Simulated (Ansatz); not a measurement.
# BeH2: the cost of one run

Program: Ansatz 0.2.0. Level of theory: DFT PBE, scalar-relativistic, plane waves, PAW, unless a step names another level. These are calculated values, not measurements.

11 further runs of the same task are left out: 11 set aside as unsound or not needed. Runs told in other sessions of the task aren't counted.

## 1. The formula and the candidates

Pauling electronegativities: Be 1.57, H 2.20 (spread 0.63). The formula balances with common oxidation states: Be +2, H -1, a formal count that means little at so small a spread. Tabulated atomic sizes suggest about 7 Å³/atom. 38 candidates were drawn, by swapping species into database cells of other compounds, at random by space group and Wyckoff sites, or by hand, as the table says:

```tsv
name	made from	space group no.	Wyckoff sites	atoms (primitive cell)	V (Å³/atom)
c01	random	99	Be 1a, 1b; H 4d	6	7.4
c02	random	183	Be 1a; H 2b	3	7.5
c03	database cell of MnSn2	140	Be 4a; H 8h	6	6.6
c04	random	123	Be 1c; H 1b, 1a	3	8.0
c05	database cell of ErSi2	141	Be 4a; H 8e	6	7.7
c06	random	191	Be 2e; H 3f, 1a	6	8.0
c07	random	139	Be 2b; H 4d	3	8.7
c08	database cell of TaSe2	42	Be 4a; H 8c	3	10.1
c09	random	44	Be 2a; H 2b, 2a	3	8.7
c10	random	71	Be 2c; H 4h	3	7.9
c11	database cell of MgIn2	63	Be 4c; H 8g	6	8.1
c12	random	132	Be 2d; H 4i	6	7.3
c13	random	186	Be 2b; H 2a, 2b	6	8.5
c14	database cell of SnO2	136	Be 2a; H 4f	6	6.1
c15	random	65	Be 2a; H 4k	3	7.9
c16	database cell of FeSi2	123	Be 1a; H 2h	3	6.7
c17	random	166	Be 3b; H 6c	3	8.0
c18	database cell of LaGa2	191	Be 1a; H 2d	3	7.9
c19	random	71	Be 2a; H 4f	3	8.8
c20	database cell of TiS2	12	Be 2a; H 4i	3	10.1
c21	random	99	Be 1b; H 2c	3	8.7
c22	database cell of Sn2Ir	225	Be 4a; H 8c	3	6.9
c23	database cell of NiP2	15	Be 4c; H 8f	6	6.6
c24	database cell of BeAu2	139	Be 2a; H 4e	3	6.9
c25	random	191	Be 1b, 1a; H 2d, 2e	6	7.8
c26	random	30	Be 2b; H 4c	6	9.2
c27	random	38	Be 2b; H 4d	3	8.8
c28	random	12	Be 4h; H 8j	6	9.1
c29	random	139	Be 2a; H 4d	3	8.3
c30	database cell of VNi2	71	Be 2a; H 4i	3	7.4
c31	database cell of Sr2Sb	139	Be 4e; H 4c, 4e	6	9.1
c32	random	99	Be 2c; H 4d	6	8.1
c33	database cell of Sr2Mg	12	Be 4i; H 4i, 4i	6	10.1
c34	random	224	Be 2a; H 4c	6	7.6
c35	database cell of Hg2Rh	123	Be 1a; H 2e	3	7.0
c36	random	38	Be 2a, 2a; H 2b, 4e, 2b	6	7.5
c37	random	191	Be 1b; H 2e	3	7.6
c38	random	166	Be 3b, 3a; H 6c, 6c	6	9.2
```

## 2. Screening run of c06

Contents of input.yaml:

```yaml
crystal:
  lattice:
    - [3.36646085, 0.0, 0.0]
    - [-1.68323043, 2.91544062, 0.0]
    - [0.0, 0.0, 4.88687133]
  atoms:
    - { symbol: Be, position: [0.0, 0.0, 0.70980529] }
    - { symbol: Be, position: [0.0, 0.0, 0.29019471] }
    - { symbol: H, position: [0.5, 0.0, 0.0] }
    - { symbol: H, position: [0.0, 0.5, 0.0] }
    - { symbol: H, position: [0.5, 0.5, 0.0] }
    - { symbol: H, position: [0.0, 0.0, 0.0] }
basis:
  ecutwfc: 420
kpoints:
  mp_grid: { grid: [4, 4, 3] }
hamiltonian:
  xc: pbe
scf:
  occupations: { method: gaussian, width: 0.15 }
  lower_state_search: "off"
output:
  forces: true
  stress: true
  eigenvalues: true
relax:
  adjacent_minimum: "off"
  f_tol: 0.08
  max_steps: 16
  cell: { stress_tol: 0.8 }
```

The run is started by

```bash
$ ansatz run input.yaml --threads 1 --pin off --max-ram 2560MiB --backend cpu --events-out ev --progress --plain --runs-dir out
```

Q: Estimate wall time and peak memory on 1 thread of Intel Xeon 6975P-C (Granite Rapids), shared host.

About 3 s, with a peak of 0.31 GiB.
